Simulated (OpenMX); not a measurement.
## CdS (Hawleyite) under changes of volume

One of the cells (24.808 Å³/atom); the others are scaled copies at fixed shape and fractional positions:

```xyz
2
Lattice="0.0000 2.9165 2.9165 2.9165 0.0000 2.9165 2.9165 2.9165 0.0000" Properties=species:S:1:pos:R:3 pbc="T T T"
Cd    0.0000    0.0000    0.0000
S     4.3748    4.3748    4.3748
```

| Quantity | Value |
| --- | --- |
| Program | OpenMX 3.8.5 |
| Functional | PBE |
| Potentials or basis | OpenMX 2013 PBE set, Cd7.0-s3p2d2f1, S7.0-s3p2d2f1, fixed grid of 45 × 45 × 45 points |
| k mesh | 9 × 9 × 9 |
| Occupations | fermi-dirac, width 0.05 eV |
| Spin | no spin polarisation |

| volume (Å³/atom) | energy over the lowest point (meV/atom) | gap on the mesh (eV) |
| --- | --- | --- |
| 23.319 | 62.96 | 1.37 |
| 23.815 | 40.95 | 1.33 |
| 24.312 | 24.23 | 1.28 |
| 24.808 | 12.17 | 1.23 |
| 25.304 | ? | ? |
| 25.800 | 0.60 | 1.14 |
| 26.296 | 0.00 | 1.10 |

Q: What does the run at 25.304 Å³/atom give?

A: Energy over the lowest point 4.41 meV/atom; gap on the mesh 1.19 eV.

Worked out: A Birch-Murnaghan fit of order 3 (a polynomial in V^(-2/3)) to the other rows has its minimum at 26.13 Å³/atom with B0 = V·E''(V) = 54 GPa and B' = 4.8. It gives 4.50 meV/atom at 25.304 Å³/atom, against the run's 4.41. A straight line through the other rows of the gap, of slope -2.29 eV per unit of ln V (its deformation potential), gives 1.19 eV, against the run's 1.19.

Energies are extrapolated to zero smearing.

Caveats: the basis of atomic orbitals isn't converged, which shifts pressures, moduli and gaps.

Spin-orbit coupling on Cd is left out.
